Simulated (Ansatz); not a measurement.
# diamond against fcc along group 14

Level of theory: DFT, r2SCAN0, plane waves (500 eV) with PAW, scalar-relativistic in Ansatz 0.2.0. (PAW data from PBE, frozen cores regenerated.)

Each structure is relaxed within its symmetry, in the lowest magnetic state of the tried starts. Differences under about 8 meV lie within the error of the k-point mesh.

The hybrid is evaluated at the semilocal geometry on a coarser k-mesh, and its energy is corrected by the semilocal functional's change from that mesh to the dense one.

```csv
element,E(diamond) − E(fcc) (meV/atom),V(diamond) (Å³/atom),V(fcc) (Å³/atom),state of diamond,state of fcc
C,-5152,5.64,7.42,spin not included,spin not included
Si,-791,20.18,13.73,spin not included,spin not included
Ge,-694,22.81,18.95,spin not included,spin not included
```
